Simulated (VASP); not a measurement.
# InSb (F-43m) in VASP: further runs

The runs below take InSb through relaxation of cell and atoms, with PBEsol.

Everything below comes from runs of VASP 6.6.1. Logs are shortened: lines on timing, memory, paths and dates and some standing lists are left out, and cuts for length are marked.

## Step 1: Starting point

Symmetry: F-43m, No. 216, cubic system. Conventional cell: a = 6.521 Å, b = 6.521 Å, c = 6.521 Å, α = 90.00°, β = 90.00°, γ = 90.00°. Around In (site symmetry -43m) lie 4 Sb at 2.82 Å. Sb (site symmetry -43m) is surrounded by 4 In at 2.82 Å.

The cell was built by a generator and needn't be a form met in nature.

## Step 2: Relaxation of cell and atoms, PBEsol

INCAR reads:

```
SYSTEM = InSb
PREC = Accurate
ENCUT = 600
EDIFF = 1E-7
ISMEAR = 0
SIGMA = 0.03
LREAL = .False.
LASPH = .True.
NELM = 80
ALGO = Normal
ISIF = 3
LWAVE = .False.
LCHARG = .False.
GGA = PS
IBRION = 2
NSW = 90
EDIFFG = -0.005
```

KPOINTS reads:

```
regular mesh
0
Gamma
  10 10 10
  0 0 0
```

POSCAR reads:

```
InSb                                    
1.0
   -0.0000000000      3.2603245817      3.2603245817
    3.2603245817      0.0000000000      3.2603245817
    3.2603245817      3.2603245817      0.0000000000
  In              Sb            
     1     1
Direct
     0.0000000000000000    0.0000000000000000    0.0000000000000000
     0.2500000000000000    0.2500000000000000    0.2500000000000000
```

Potentials or basis: VASP PAW PBE potentials, release 64 (In_d, Sb).

Run with:

```sh
> cat potpaw_PBE.64/In_d/POTCAR potpaw_PBE.64/Sb/POTCAR > POTCAR
> mpirun -np 1 vasp_std > vasp.out
```

OUTCAR:

```text
SYSTEM = InSb
   PREC = Accurate
   ENCUT = 600
   EDIFF = 1E-7
   ISMEAR = 0
   LREAL = .False.
   LASPH = .True.
   NELM = 80
   ISIF = 3
   GGA = PS
   IBRION = 2
   NSW = 90
   EDIFFG = -0.005

 ion  position               nearest neighbor table
   1  0.000  0.000  0.000-   2 2.82   2 2.82   2 2.82   2 2.82
   2  0.250  0.250  0.250-   1 2.82   1 2.82   1 2.82   1 2.82

  LATTYP: Found a face centered cubic cell.
 ALAT       =     6.5206491634

  Lattice vectors:

 A1 = (   0.0000000000,   3.2603245817,   3.2603245817)
 A2 = (   3.2603245817,   0.0000000000,   3.2603245817)
 A3 = (   3.2603245817,   3.2603245817,   0.0000000000)

Analysis of symmetry for initial positions (statically):
=====================================================================
 Subroutine PRICEL returns:
 Original cell was already a primitive cell.

 Routine SETGRP: Setting up the symmetry group for a
 face centered cubic supercell.

 Subroutine GETGRP returns: Found 24 space group operations
 (whereof 24 operations were pure point group operations)
 out of a pool of 48 trial point group operations.

The static configuration has the point symmetry T_d .

Analysis of symmetry for dynamics (positions and initial velocities):
=====================================================================
 Subroutine PRICEL returns:
 Original cell was already a primitive cell.

 Routine SETGRP: Setting up the symmetry group for a
 face centered cubic supercell.

 Subroutine GETGRP returns: Found 24 space group operations
 (whereof 24 operations were pure point group operations)
 out of a pool of 48 trial point group operations.

The dynamic configuration has the point symmetry T_d .

 Subroutine INISYM returns: Found 24 space group operations
 (whereof 24 operations are pure point group operations),
 and found     1 'primitive' translations

----------------------------------------------------------------------------------------

                                     Primitive cell

  volume of cell :      69.3127

  direct lattice vectors                    reciprocal lattice vectors
     0.000000000  3.260324582  3.260324582    -0.153358964  0.153358964  0.153358964
     3.260324582  0.000000000  3.260324582     0.153358964 -0.153358964  0.153358964
     3.260324582  3.260324582  0.000000000     0.153358964  0.153358964 -0.153358964

  length of vectors
     4.610795241  4.610795241  4.610795241     0.265625517  0.265625517  0.265625517

  position of ions in fractional coordinates (direct lattice)
     0.000000000  0.000000000  0.000000000
     0.250000000  0.250000000  0.250000000
[... 92 lines left out ...]
   ISMEAR =     0;   SIGMA  =   0.03  broadening in eV -4-tet -1-fermi 0-gaus
   EFERMI_NEDOS =   21; number of points for ismear=-14 and -15
   IALGO  =     38    algorithm
   IMIX   =      4    mixing-type and parameters
     AMIX     =   0.40;   BMIX     =  1.00
     AMIX_MAG =   1.60;   BMIX_MAG =  1.00
  volume/ion in A,a.u.               =      34.66       233.87
  Fermi-wavevector in a.u.,A,eV,Ry     =   1.044467  1.973757 14.842757  1.090912
  Thomas-Fermi vector in A             =   2.179221
   LORBIT       =      0    0 simple, 1 ext, 2 COOP (PROOUT), +10 PAW based schemes
   GGA     = PS    functional components
   LHFCALC =     F    Hartree Fock is set to
   AEXX    =    0.0000 exact exchange contribution
   IVDW    =     0    specifies the selected vdW correction
   LEPSILON=     F    determine dielectric tensor
   LRPA    =     F    only Hartree local field effects (RPA)
 conjugate gradient relaxation of ions
 non-spin polarized calculation
 Gauss-broadening in eV      SIGMA  =   0.03
  energy-cutoff  :      600.00
  volume of cell :       69.31
 maximum number of plane-waves:      2334
 NGX is ok and might be reduce to    40
   NGX = 19   NGY = 19   NGZ = 19

 number of electron      17.9999999 magnetization

 Free energy of the ion-electron system (eV)
  ---------------------------------------------------
  ext. energy  EPLUGINS =         0.00000000
  ---------------------------------------------------
  free energy    TOTEN  =        -7.69993792 eV

  energy without entropy =       -7.69989164  energy(sigma->0) =       -7.69991478

 E-fermi :   4.7704     XC(G=0):  -8.7871

 val. band max:        4.7612871904   @ k =   0.0000   0.0000   0.0000
 cond. band min:       5.1998313257   @ k =   0.5000   0.0000   0.0000
 fundamental gap:      0.4385441353
 Fermi energy:         4.7704242649

 k-point     1 :       0.0000    0.0000    0.0000
  band No.  band energies     occupation
      1      -9.7389      2.00000
      2      -9.7389      2.00000
      3      -9.7389      2.00000
      4      -9.6576      2.00000
      5      -9.6576      2.00000
      6      -5.8670      2.00000
      7       4.3915      2.00000
      8       4.7613      1.33333
      9       4.7613      1.33333
     10       4.7613      1.33333
     11       7.6946      0.00000
     12       7.6946      0.00000
     13       7.6946      0.00000
[... 354 lines left out ...]
  band No.  band energies     occupation
      1      -9.7997      2.00000
      2      -9.7077      2.00000
      3      -9.7068      2.00000
      4      -9.6705      2.00000
      5      -9.6512      2.00000
      6      -4.5370      2.00000
      7      -0.1967      2.00000
      8       2.6454      2.00000
      9       2.8980      2.00000
     10       6.2252      0.00000
     11       6.9884      0.00000
     12      10.5039      0.00000
     13      11.0533      0.00000

 [... further k-points ...]

------------------------ aborting loop because EDIFF is reached ----------------------------------------

  FORCE on cell =-STRESS in cart. coord.  units (eV):
  Direction    XX          YY          ZZ          XY          YZ          ZX
  --------------------------------------------------------------------------------------
  -------------------------------------------------------------------------------------
  Total        0.0011276      0.0011276      0.0011276      0.0000000      0.0000000     -0.0000000
  in kB        0.0260636      0.0260636      0.0260636      0.0000000      0.0000000     -0.0000000
  external PRESSURE =       0.0260636 kB  Pullay stress =       0.0000000 kB

 VOLUME and BASIS-vectors are now :
 -----------------------------------------------------------------------------
  energy-cutoff  :      600.00
  volume of cell :       69.31
      direct lattice vectors                 reciprocal lattice vectors
     0.000000000  3.260324582  3.260324582    -0.153358964  0.153358964  0.153358964
     3.260324582  0.000000000  3.260324582     0.153358964 -0.153358964  0.153358964
     3.260324582  3.260324582  0.000000000     0.153358964  0.153358964 -0.153358964

 POSITION                                       TOTAL-FORCE (eV/Angst)
 -----------------------------------------------------------------------------------
      0.00000      0.00000      0.00000         0.000000      0.000000      0.000000
      1.63016      1.63016      1.63016        -0.000000     -0.000000     -0.000000
 -----------------------------------------------------------------------------------
    total drift:                               -0.000000     -0.000000     -0.000000

  FREE ENERGIE OF THE ION-ELECTRON SYSTEM (eV)
  ---------------------------------------------------
  free  energy   TOTEN  =        -7.6999379193 eV

  energy  without entropy=       -7.6998916406  energy(sigma->0) =       -7.69991478

 reached required accuracy - stopping structural energy minimisation
```

OSZICAR:

```text
N       E                     dE             d eps       ncg     rms          rms(c)
DAV:   1     0.114625726136E+03    0.11463E+03   -0.86275E+03  1222   0.149E+03
DAV:   2     0.230690764267E-01   -0.11460E+03   -0.11216E+03  1282   0.326E+02
DAV:   3    -0.762462198488E+01   -0.76477E+01   -0.75842E+01  1542   0.899E+01
DAV:   4    -0.783112128027E+01   -0.20650E+00   -0.20639E+00  1488   0.170E+01
DAV:   5    -0.784121685498E+01   -0.10096E-01   -0.10095E-01  1786   0.315E+00    0.393E+00
DAV:   6    -0.772255949657E+01    0.11866E+00   -0.20557E-01  1649   0.835E+00    0.223E+00
DAV:   7    -0.770033595741E+01    0.22224E-01   -0.73761E-02  1567   0.323E+00    0.619E-01
DAV:   8    -0.769954336187E+01    0.79260E-03   -0.77022E-03  1654   0.121E+00    0.263E-01
DAV:   9    -0.769990805455E+01   -0.36469E-03   -0.69945E-04  1372   0.281E-01    0.656E-02
DAV:  10    -0.769991542207E+01   -0.73675E-05   -0.33361E-05  1655   0.502E-02    0.338E-02
DAV:  11    -0.769993744153E+01   -0.22019E-04   -0.34495E-05  1347   0.511E-02    0.193E-02
DAV:  12    -0.769993800492E+01   -0.56339E-06   -0.88637E-07  1450   0.798E-03    0.529E-03
DAV:  13    -0.769993791930E+01    0.85623E-07   -0.55214E-07  1322   0.712E-03
   1 F= -.76999379E+01 E0= -.76999148E+01  d E =-.769994E+01
```

It took 44 s on 1 thread of Intel Xeon Platinum 8488C (Sapphire Rapids), shared host; peak memory 0.27 GiB.

Results:

| Item | Value |
| --- | --- |
| Free energy | -7.6999 eV |
| Pressure after relaxing | 0.0 GPa |
| Band gap on the k mesh | none (metal or under the smearing width) |

Final structure:
```
CELL_PARAMETERS angstrom
0.00000 3.26032 3.26032
3.26032 0.00000 3.26032
3.26032 3.26032 0.00000
ATOMIC_POSITIONS crystal
In 0.00000 0.00000 0.00000
Sb 0.25000 0.25000 0.25000
```

Caveat: the relaxation stopped at its first step, so nothing moved; the PAW data sets were made with another functional, which shifts forces and pressure a little; this crystal is a semiconductor, whose small gap the functional closes, so the metal is an error of the method. Spin-orbit coupling is left out, which matters for the levels of Sb.

## Step 3: Relaxation of cell and atoms, PBEsol

This run uses another cell than the first one, of 33.98 Å³/atom, 0.981 times its volume.

INCAR: that of step 2 with these lines changed.

```diff
@@ -3,3 +3,3 @@
 ENCUT = 600
-EDIFF = 1E-7
+EDIFF = 1E-6
 ISMEAR = 0
@@ -16,2 +16,2 @@
 NSW = 90
-EDIFFG = -0.005
+EDIFFG = -0.01
```

KPOINTS reads:

```
Automatic mesh
0
Gamma
  10 10 10
  0 0 0
```

POSCAR reads:

```
InSb
1.0
    0.0000000000      3.2391000000      3.2391000000
    3.2391000000      0.0000000000      3.2391000000
    3.2391000000      3.2391000000      0.0000000000
In Sb
1 1
Direct
    0.0000000000      0.0000000000      0.0000000000
    0.2500000000      0.2500000000      0.2500000000
```

Potentials or basis: VASP PAW PBE potentials, release 64 (In_d, Sb).

Run with:

```sh
> cat potpaw_PBE.64/In_d/POTCAR potpaw_PBE.64/Sb/POTCAR > POTCAR
> mpirun -np 1 vasp_std > vasp.out
```

It took 71 s on 1 thread of AMD EPYC 9R45 (Zen 5), shared host; peak memory 0.24 GiB.

It converged, with:

| Quantity | Value |
| --- | --- |
| Free energy | -7.6998 eV |
| Relaxed volume | 34.66 Å³/atom |
| Relaxed cell | a = 4.611 Å, b = 4.611 Å, c = 4.611 Å, α = 60.00°, β = 60.00°, γ = 60.00° |
| Space group after relaxing (to 0.05 Å) | F-43m (No. 216) |
| Energy gained by relaxing | 1.8 meV/atom |
| Ionic steps | 3 |
| Pressure after relaxing | 0.0 GPa |
| Band gap on the k mesh | none (metal or under the smearing width) |

The path:
| step | energy change (eV) | largest force (eV/Å) | pressure (GPa) | volume (Å³) |
| --- | --- | --- | --- | --- |
| 1 | 0.0000 | 0.0000 | 0.88 | 67.97 |
| 2 | -0.0031 | 0.0000 | -0.31 | 69.82 |
| 3 | -0.0036 | 0.0000 | -0.01 | 69.31 |

Final structure:
```
In Sb
1.0
     0.00000    3.26032    3.26032
     3.26032    0.00000    3.26032
     3.26032    3.26032    0.00000
In Sb
1 1
Direct
  0.00000 0.00000 0.00000
  0.25000 0.25000 0.25000
```

Levels at points of the mesh, in eV from the Fermi level:
| k point | band 5 | band 6 | band 7 | band 8 | band 9 | band 10 | band 11 | band 12 | band 13 |
| --- | --- | --- | --- | --- | --- | --- | --- | --- | --- |
| (0.00, 0.00, 0.00) | -14.43 | -10.64 | -0.38 | -0.01 | -0.01 | -0.01 | 2.92 | 2.92 | 2.92 |
| (0.50, 0.00, 0.00) | -14.43 | -9.31 | -5.58 | -0.99 | -0.99 | 0.43 | 3.76 | 3.76 | 5.96 |
| (0.50, 0.50, 0.00) | -14.42 | -8.72 | -5.88 | -2.22 | -2.22 | 1.27 | 1.28 | 8.00 | 8.00 |

Caveat: the PAW data sets were made with another functional, which shifts forces and pressure a little; this crystal is a semiconductor, whose small gap the functional closes, so the metal is an error of the method. The run has no spin-orbit coupling, so splittings on Sb are missing.

## Step 4: Relaxation of cell and atoms, PBEsol

INCAR: that of step 3 with these lines changed.

```diff
@@ -3,3 +3,3 @@
 ENCUT = 600
-EDIFF = 1E-6
+EDIFF = 1E-7
 ISMEAR = 0
@@ -16,2 +16,2 @@
 NSW = 90
-EDIFFG = -0.01
+EDIFFG = -0.005
```

KPOINTS is that of step 3.

POSCAR reads:

```
InSb                                    
1.0
    0.0000000000      3.2603245826      3.2603245826
    3.2603245826      0.0000000000      3.2603245826
    3.2603245826      3.2603245826      0.0000000000
  In              Sb            
     1     1
Direct
     0.0000000000000000    0.0000000000000000    0.0000000000000000
     0.2500000000000000    0.2500000000000000    0.2500000000000000
```

Run with:

```sh
> cat potpaw_PBE.64/In_d/POTCAR potpaw_PBE.64/Sb/POTCAR > POTCAR
> mpirun -np 1 vasp_std > vasp.out
```

Run time: 34 s. Hardware: 1 thread of AMD EPYC 9R45 (Zen 5), shared host; peak memory 0.23 GiB.

Results (log left out):

| Item | Value |
| --- | --- |
| Free energy | -7.6999 eV |
| Pressure after relaxing | 0.0 GPa |
| Band gap on the k mesh | none (metal or under the smearing width) |

Final structure:
```
CELL_PARAMETERS angstrom
0.00000 3.26032 3.26032
3.26032 0.00000 3.26032
3.26032 3.26032 0.00000
ATOMIC_POSITIONS crystal
In 0.00000 0.00000 0.00000
Sb 0.25000 0.25000 0.25000
```

Levels at points of the mesh, in eV from the Fermi level:
| k point | band 5 | band 6 | band 7 | band 8 | band 9 | band 10 | band 11 | band 12 | band 13 |
| --- | --- | --- | --- | --- | --- | --- | --- | --- | --- |
| (0.00, 0.00, 0.00) | -14.43 | -10.64 | -0.38 | -0.01 | -0.01 | -0.01 | 2.92 | 2.92 | 2.92 |
| (0.50, 0.00, 0.00) | -14.43 | -9.31 | -5.58 | -0.99 | -0.99 | 0.43 | 3.76 | 3.76 | 5.96 |
| (0.50, 0.50, 0.00) | -14.42 | -8.72 | -5.88 | -2.22 | -2.22 | 1.27 | 1.28 | 8.00 | 8.00 |

Caveat: the relaxation stopped at its first step, so nothing moved; the PAW data sets were made with another functional, which shifts forces and pressure a little; this crystal is a semiconductor, whose small gap the functional closes, so the metal is an error of the method. The run has no spin-orbit coupling, so splittings on Sb are missing.
